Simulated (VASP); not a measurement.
SnSe:

```xyz
4
Lattice="4.1382 0.0000 0.0000 -2.0691 3.5838 0.0000 0.0000 0.0000 7.4841" Properties=species:S:1:pos:R:3 pbc="T T T"
Sn    0.0000    0.0000    0.0000
Sn    0.0000    0.0000    3.7420
Se    0.0000    2.3892    1.8710
Se    2.0691    1.1946    5.6131
```

The cell was built by a generator and needn't be a form met in nature.

Base run:

- Program: VASP 6.6.1
- Functional: r2SCAN
- Potentials or basis: VASP PAW PBE potentials, release 64 (Sn_d, Se)
- Cutoff: 520 eV
- k mesh: 6 × 6 × 4
- Occupations: fermi-dirac, width 0.02 eV
- Spin: no spin polarisation

Its results: band gap on the k mesh none (metal or under the smearing width); pressure 0.0 GPa.

Task: The run is repeated on the same cell with these changes: functional from r2SCAN to PBE. What comes out?

Result: Band gap on the k mesh none (metal or under the smearing width); pressure 0.9 GPa.

Caveats: the PAW data sets were made with another functional, which shifts forces and pressure a little (some runs).
